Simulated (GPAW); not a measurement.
Input of a GPAW 26.7.0 run:

Contents of run.py:

```python
from ase.eos import EquationOfState
from ase.io import Trajectory, read
from ase.units import GPa
from gpaw import GPAW, PW, setup_paths

setup_paths.insert(0, '.')

atoms = read('POSCAR')

traj = Trajectory('eos.traj', 'w')
volumes, energies = [], []
for x in [0.94, 0.96, 0.98, 1.0, 1.02, 1.04, 1.06]:
    a = atoms.copy()
    a.set_cell(atoms.cell * x**(1 / 3), scale_atoms=True)
    calc = GPAW(mode=PW(600),
                xc='AM05',
                kpts={'size': (6, 6, 6), 'gamma': True},
                occupations={'name': 'fermi-dirac', 'width': 0.05},
                nbands=19,
                convergence={'density': 1e-05, 'energy': 1e-05},
                maxiter=150,
                txt=f'eos-{x:.2f}.txt')
    a.calc = calc
    energies.append(a.get_potential_energy(force_consistent=True))
    volumes.append(a.get_volume())
    p = -a.get_stress()[:3].mean() / GPa
    calc.write(f'eos-{x:.2f}.gpw')
    traj.write(a)
    print(f'{x:.2f} {volumes[-1]:10.4f} A^3 {energies[-1]:14.6f} eV {p:9.3f} GPa', flush=True)

v0, e0, B = EquationOfState(volumes, energies, eos='birchmurnaghan').fit()
print(f'V0 = {v0:.4f} A^3, E0 = {e0:.6f} eV, B0 = {B / GPa:.2f} GPa')
```

Contents of POSCAR:

```
PbSe
1.0
    0.0000000000      3.0606500000      3.0606500000
    3.0606500000      0.0000000000      3.0606500000
    3.0606500000      3.0606500000      0.0000000000
Pb Se
1 1
Direct
    0.0000000000      0.0000000000      0.0000000000
    0.5000000000      0.5000000000      0.5000000000
```

Potentials or basis: PAW data sets generated in the run's folder for this functional, pw.

Command:

```sh
$ gpaw-setup -f AM05 Pb Se
$ OMP_NUM_THREADS=1 python run.py
```

**Question.** Predict the bulk modulus.

**Answer.** 49 GPa.

**Question.** What does it give for the pressure derivative of the bulk modulus?

**Answer.** 3.5 (rough: it moves with the points fitted).

Energy against volume, from the lowest point:
| volume (Å³/atom) | energy (meV/atom) |
| --- | --- |
| 26.951 | 14.49 |
| 27.524 | 5.67 |
| 28.097 | 0.94 |
| 28.671 | 0.00 |
| 29.244 | 2.53 |
| 29.818 | 8.21 |
| 30.391 | 16.73 |

Spin-orbit coupling is left out, which matters for the levels of Pb.

The cell as given is a measured one (28.67 Å³/atom); AM05 puts the equilibrium volume -0.5 % from it, thermal expansion not counted.
